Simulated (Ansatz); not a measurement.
**Tuning gaps by epitaxial strain**

Plane-wave DFT in Ansatz, r2SCAN, scalar-relativistic PAW potentials, cutoff 500 eV, no spin-orbit coupling; no spin polarisation. Equal strain along a and b of the conventional cell, c and the atoms relaxed; gaps sought over the whole zone. A star marks a structure that wasn't matched here to a measured phase, so it may never have been made and needn't be stable; unstarred phases aren't always the most stable ones.

| crystal | strain: gap (eV) |
| --- | --- |
| SnO₂ (P4_2/mnm) | -4.5 %: 2.251; -3.0 %: 2.089; -1.5 %: 1.927; +0.0 %: 1.769; +1.5 %: 1.623; +3.0 %: 1.496; +4.5 %: 1.394 |
| SiGe (P6_3mc)* | -3.0 %: 0.473; -2.0 %: 0.567; -1.0 %: 0.635; +0.0 %: 0.661; +1.0 %: 0.602; +2.0 %: 0.421; +3.0 %: 0.245 |
| ZnO (P6_3mc) | -6.0 %: 1.122; -4.0 %: 1.172; -2.0 %: 1.211; +0.0 %: 1.238; +2.0 %: 1.252; +4.0 %: 1.260; +6.0 %: 1.283 |
| SnO (P4/nmm) | -6.0 %: 0.730; -4.0 %: 0.141; -2.0 %: 0.145; +0.0 %: 0.363; +2.0 %: 0.650; +4.0 %: 0.926; +6.0 %: 1.166 |

Task: What are the slopes on either side of zero strain, and why can they differ?

Result: SnO₂ (P4_2/mnm) -105 and -97; SiGe (P6_3mc)* +26 and -59; ZnO (P6_3mc) +14 and +7; SnO (P4/nmm) +109 and +144 meV per % (over the first step on the compressive side, then on the tensile side; a positive slope means the gap grows as the plane is stretched). The slope drops from the first side to the second in SiGe (P6_3mc)*. The gap is the smallest distance between any valence top and conduction valley, so its slope drops where another pair takes over. In SiGe (P6_3mc)* the strain keeps the symmetry, so nothing splits at zero; most likely two bands or valleys cross within a step of it. A crossing can only lower the slope, so where it rises, as in SnO (P4/nmm), the cause is curvature. Relaxations kept the strained cell's symmetry, so distortions at large strain weren't sought, and coherent films seldom hold more than 2 to 3 %. The slope of one pair of band edges is as a rule more reliable than the Kohn–Sham gap, while the strain at which pairs cross shifts with the functional.

Cost: about 47 core-minutes for the runs cited, on Intel Xeon Processor @ 2.50GHz (Skylake/Cascade Lake), Intel Xeon Platinum 8488C (Sapphire Rapids), Intel Xeon Platinum 8259CL (Skylake/Cascade Lake) (shared hosts).